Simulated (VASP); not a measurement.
# NaH: convergence, self-consistent run

NaH, Fm-3m (no. 225), 2 atoms in the cell. AM05; PAW potentials Na_pv, H (PBE set). VASP 6.6.1.

Wanted: energy within 0.2 meV/atom; levels at the zone centre within 0.003 eV.

What the run is for: comparing ways to start; Accuracy asked: tight.

Levels at the zone centre: counted from the valence top at that point.

POSCAR:
```
NaH
1.0
    0.0000000000      2.4400000000      2.4400000000
    2.4400000000      0.0000000000      2.4400000000
    2.4400000000      2.4400000000      0.0000000000
Na H
1 1
Direct
    0.0000000000      0.0000000000      0.0000000000
    0.5000000000      0.5000000000      0.5000000000
```

## How the run starts (with a second run first, the time holds both)

| How the run starts (with a second run first, the time holds both) | Energy less reference (meV/atom) | Levels at the zone centre, largest deviation (eV) | Time (s) |
|---|---|---|---|
| from scratch: 12 SCF iterations | 0.00 | 0.0000 | 5.8 |
| density of a coarse mesh (ICHARG 1): 12 + 6 SCF iterations | 0.00 | 0.0005 | 6.3 |
| orbitals of a lower cutoff (ISTART 1): 12 + 6 SCF iterations | 0.00 | 0.0000 | 6.9 |
| orbitals of a loose run: 9 + 3 SCF iterations | 0.00 | 0.0001 | 5.4 |

Chosen: from scratch: 12 SCF iterations; no other choice that stays within half of the tolerance saves 30 % of the time.

The chosen settings are those of the reference run.

Values of the reference run: Levels at the zone centre: -18.52, 0, 13.8 eV from the valence top at Gamma.

## The input

INCAR:
```
SYSTEM = NaH
GGA = AM
ISMEAR = 0
SIGMA = 0.03
LWAVE = .False.
LCHARG = .False.
ISIF = 2
PREC = Accurate
LASPH = .True.
LREAL = .False.
ALGO = Normal
EDIFF = 1E-6
NELM = 120
GGA_COMPAT = .False.
ENCUT = 400
EFERMI = MIDGAP
```

KPOINTS:
```
k-points
0
Gamma
  8 8 8
```

Commands:
```
cat potpaw_PBE.64/Na_pv/POTCAR potpaw_PBE.64/H/POTCAR > POTCAR
mpirun -np 1 vasp_std > vasp.out
```

The chosen input took VASP 6.6.1 5.8 s on 1 core (AMD EPYC 7R13 (Zen 3)), a shared host.

## An input that fails: restart asked without its files

VASP's message: ERROR: charge density could not be read from file CHGCAR for ICHARG>10.

Changes against the starting input:
```
- NELM = 120
+ NELM = 60
+ ICHARG = 11
```
